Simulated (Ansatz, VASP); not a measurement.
# EuO: VASP beside Ansatz

INCAR

```
SYSTEM = EuO
PREC = Accurate
ENCUT = 520
EDIFF = 1E-6
ISMEAR = 0
SIGMA = 0.05
LREAL = .FALSE.
LASPH = .TRUE.
NELM = 150
ALGO = Normal
ISIF = 2
LWAVE = .FALSE.
LCHARG = .TRUE.
ISPIN = 2
MAGMOM = 7 0
LORBIT = 11
LMAXMIX = 6
LDAU = .TRUE.
LDAUTYPE = 2
LDAUL = 3 -1
LDAUU = 2 0
LDAUJ = 0 0
LDAUPRINT = 1
GGA = CA
LELF = .TRUE.
LVHAR = .TRUE.
NBANDS = 22
```

KPOINTS

```
regular mesh
0
G
  6 6 6
  0 0 0
```

File POSCAR:

```
EuO
1.0
    0.0000000000      2.5719519700      2.5719519700
    2.5719519700      0.0000000000      2.5719519700
    2.5719519700      2.5719519700      0.0000000000
Eu O
1 1
Direct
    0.5000000000      0.5000000000      0.5000000000
    0.0000000000      0.0000000000      0.0000000000
```

Input for Ansatz:

```yaml
crystal:
  lattice:
    - [0.0, 2.57195197, 2.57195197]
    - [2.57195197, 0.0, 2.57195197]
    - [2.57195197, 2.57195197, 0.0]
  atoms:
    - { symbol: Eu, position: [0.5, 0.5, 0.5], spin: 7.0 }
    - { symbol: O, position: [0.0, 0.0, 0.0] }
basis:
  ecutwfc: 420
  ecutrho_ratio: 4
kpoints:
  mp_grid: { grid: [6, 6, 6] }
hamiltonian:
  xc: lda
  hubbard: { sites: [{ site: 0, l: f, u_eff: 2.0 }] }
scf:
  occupations: { method: gaussian, width: 0.05 }
output:
  forces: true
  stress: true
  eigenvalues: true
  populations: true
  hubbard: { sites: [{ site: 0, l: f }] }
magnetization:
  spin_polarized: true
```

Alike in both runs: task single point; functional LDA; k mesh 6 × 6 × 6; occupations gaussian, width 0.05 eV; collinear spin; Hubbard terms Eu f U = 2.0 eV.

|  | VASP | Ansatz |
| --- | --- | --- |
| version | VASP 6.6.1 | Ansatz 0.2.0 |
| potentials or method | VASP PAW PBE potentials, release 64 (Eu, O) | scalar-relativistic, plane waves, PAW |
| plane-wave cutoff (eV) | 520 | 420 |
| valence electrons in the cell | 23 | 23 |

```tsv
	VASP	Ansatz	Ansatz less VASP
gap on the k mesh at the Fermi level (eV)	none	none	-
pressure (GPa)	-10.9	-10.6	+0.35
net moment per atom (μB)	3.49	3.49	+0.001
size of the moment on the site where the two differ most (μB)	6.65	6.66	+0.012
```

Site moments also hang on the region over which each program counts them. The programs project onto different local orbitals, so the same U acts differently. A gap of «none» marks a metal or a gap that the smearing closes. Ansatz warned: «filled_band_counts_differ_across_k_points».

Caveats: the PAW data sets were made with another functional, which shifts forces and pressure a little (VASP); spin-orbit coupling is left out, which moves the levels of the heavy elements; a cell with one magnetic atom can't hold antiferromagnetic order, which such compounds often take. The state reached can hang on the start; a lower one may exist.
